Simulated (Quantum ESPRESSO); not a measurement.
Here is a Quantum ESPRESSO 7.5 calculation.

The input run.py:

```python
import numpy as np
from ase.calculators.espresso import Espresso, EspressoProfile
from ase.io import read

atoms = read('PtS2.xyz')

input_data = {
    'control': {'calculation': 'scf', 'prefix': 'pwscf', 'outdir': './tmp', 'tprnfor': True, 'tstress': True, 'disk_io': 'nowf'},
    'system': {'ecutwfc': 84.0, 'nbnd': 22, 'input_dft': 'sla+pw+psx+psc+vv10', 'occupations': 'smearing', 'smearing': 'fd', 'degauss': 0.00367493},
    'electrons': {'conv_thr': 6e-10, 'electron_maxstep': 120, 'mixing_beta': 0.5},
}
pseudopotentials = {'Pt': 'Pt.upf', 'S': 'S.upf'}
profile = EspressoProfile(command='pw.x', pseudo_dir='pseudo')
dft = Espresso(profile=profile, input_data=input_data, pseudopotentials=pseudopotentials, kpts=(8, 8, 4), koffset=(0, 0, 0))
atoms.calc = dft

print(f'energy {atoms.get_potential_energy():.8f} eV')
print('forces (eV/A)')
print(np.round(atoms.get_forces(), 6))
print('stress (eV/A^3, Voigt)')
print(np.round(atoms.get_stress(), 8))
print(f'Fermi level {dft.get_fermi_level():.4f} eV')
```

File PtS2.xyz:

```xyz
3
Lattice="3.5587610000 0.0458120000 0.0267840000 -1.7397060000 3.0872110000 0.0090790000 0.0380900000 0.0369000000 4.9509980000" Properties=species:S:1:pos:R:3 pbc="T T T"
Pt     0.0000000000      0.0000000000      0.0000000000
S      1.8220489035      1.0881353666      3.8480037873
S      0.0350960965      2.0817876334      1.1388572127
```

Potentials or basis: PseudoDojo 0.4.1 SR PBEsol standard.

Launch:

```bash
$ OMP_NUM_THREADS=1 python run.py
```

Task: What does it give for the pressure?

Result: 1.8 GPa.

Task: Estimate the band gap on the k mesh.

Result: 0.61 eV, indirect (least direct gap 0.71 eV).

Task: What does it give for the largest force?

Result: 1.069 eV/Å.

Stress tensor (GPa, compression positive):
```
 3.32 -1.69  0.01
-1.69 -0.11 -1.98
 0.01 -1.98  2.29
```

Caveat: rVV10's parameter b was fitted to another functional; spin-orbit coupling is left out, which moves the levels of the heavy elements. A k mesh can miss the band edges.
